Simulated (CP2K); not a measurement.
AlN:

```
CELL_PARAMETERS angstrom
3.08863 0.00000 0.00000
1.54432 2.67483 0.00000
1.54432 0.89161 2.52186
ATOMIC_POSITIONS crystal
Al 0.00000 0.00000 0.00000
N 0.25000 0.25000 0.25000
```

Measurements of this composition are mostly on another form, of space group No. 186.

Base run:

```yaml
Program: CP2K 2026.2
Functional: PBE
Potentials_or_basis: POTENTIAL_UZH Al GTH-PBE-q3, N GTH-PBE-q5; TZVP-MOLOPT-PBE-GTH basis
Density_cutoff: 6803 eV
k_mesh: 10 × 10 × 10
Occupations: fermi-dirac, width 0.05 eV
Spin: no spin polarisation
```

Its results: band gap on the k mesh 3.32 eV, indirect (least direct gap 4.22 eV); pressure 3.8 GPa.

Task: The run is repeated on the same cell with these changes: potentials or basis from POTENTIAL_UZH Al GTH-PBE-q3, N GTH-PBE-q5; TZVP-MOLOPT-PBE-GTH basis to POTENTIAL_UZH Al GTH-PBE-q3, N GTH-PBE-q5; ccGRB-D basis; basis sets from Al TZVP-MOLOPT-PBE-GTH-q3, N TZVP-MOLOPT-PBE-GTH-q5 to Al ccGRB-D-q3, N ccGRB-D-q5. What comes out?

Result: Band gap on the k mesh 3.24 eV, indirect (least direct gap 5.06 eV); pressure 8.4 GPa.

Caveats: the basis of atomic orbitals isn't converged, which shifts pressures, moduli and gaps.

A k mesh can miss the band edges.
